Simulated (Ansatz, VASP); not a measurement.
## ZnS (Wurtzite-6H) in VASP and in Ansatz

INCAR

```
ALGO = Fast ; EDIFF = 1E-7
ENCUT = 520 ; GGA = PE
ISIF = 2 ; ISMEAR = 0
LASPH = T ; LCHARG = F
LREAL = F ; LWAVE = F
NELM = 100 ; PREC = Accurate
SIGMA = 0.014
```

The input KPOINTS:

```
k-points
0
Gamma
  8 8 2
```

Contents of POSCAR:

```
ZnS
1.0
    3.8120000000      0.0000000000      0.0000000000
   -1.9060000000      3.3012888392      0.0000000000
    0.0000000000      0.0000000000     18.6899900000
Zn S
6 6
Direct
    0.3333333333      0.6666666667      0.8333300000
    0.6666666667      0.3333333333      0.3333300000
    0.6666666667      0.3333333333      0.6666700000
    0.3333333333      0.6666666667      0.1666700000
    0.0000000000      0.0000000000      0.5000000000
    0.0000000000      0.0000000000      0.0000000000
    0.3333333333      0.6666666667      0.9583300000
    0.6666666667      0.3333333333      0.4583300000
    0.6666666667      0.3333333333      0.7916700000
    0.3333333333      0.6666666667      0.2916700000
    0.0000000000      0.0000000000      0.6250000000
    0.0000000000      0.0000000000      0.1250000000
```

input.yaml

```yaml
crystal:
  lattice:
    - [3.812, 0.0, 0.0]
    - [-1.906, 3.3012888392, 0.0]
    - [0.0, 0.0, 18.68999]
  atoms:
    - { symbol: Zn, position: [0.3333333333, 0.6666666667, 0.83333] }
    - { symbol: Zn, position: [0.6666666667, 0.3333333333, 0.33333] }
    - { symbol: Zn, position: [0.6666666667, 0.3333333333, 0.66667] }
    - { symbol: Zn, position: [0.3333333333, 0.6666666667, 0.16667] }
    - { symbol: Zn, position: [0.0, 0.0, 0.5] }
    - { symbol: Zn, position: [0.0, 0.0, 0.0] }
    - { symbol: S, position: [0.3333333333, 0.6666666667, 0.95833] }
    - { symbol: S, position: [0.6666666667, 0.3333333333, 0.45833] }
    - { symbol: S, position: [0.6666666667, 0.3333333333, 0.79167] }
    - { symbol: S, position: [0.3333333333, 0.6666666667, 0.29167] }
    - { symbol: S, position: [0.0, 0.0, 0.625] }
    - { symbol: S, position: [0.0, 0.0, 0.125] }
hamiltonian:
  xc: pbe
  pseudopotentials: { kind: paw }
kpoints:
  mp_grid: { grid: [8, 8, 2] }
scf:
  occupations: { method: gaussian, width: 0.014 }
output:
  forces: true
  stress: true
  eigenvalues: true
```

Alike in both runs: task single point; functional PBE; k mesh 8 × 8 × 2; occupations gaussian, width 0.014 eV; no spin polarisation.

```csv
,VASP,Ansatz
version,VASP 6.6.1,Ansatz 0.2.0
potentials or method,"VASP PAW PBE potentials, release 64 (Zn, S)",Ansatz PAW
plane-wave cutoff (eV),520,420
valence electrons in the cell,108,108
```

VASP gave:

* gap on the k mesh at the Fermi level (eV): 2.17
* least direct gap on the mesh (eV): 2.17
* pressure (GPa): 2.4
* rms of the force components (eV/Å): 0.010

**Question.** What did Ansatz give for the same quantities?

**Answer.** gap on the k mesh at the Fermi level (eV): 2.16; least direct gap on the mesh (eV): 2.16; pressure (GPa): 2.1; rms of the force components (eV/Å): 0.010.

Atom by atom the forces differ by 0.001 eV/Å (rms over components).

A k mesh can miss the band edges. Expect the measured gap to be larger: semilocal functionals such as PBE lack the derivative discontinuity.
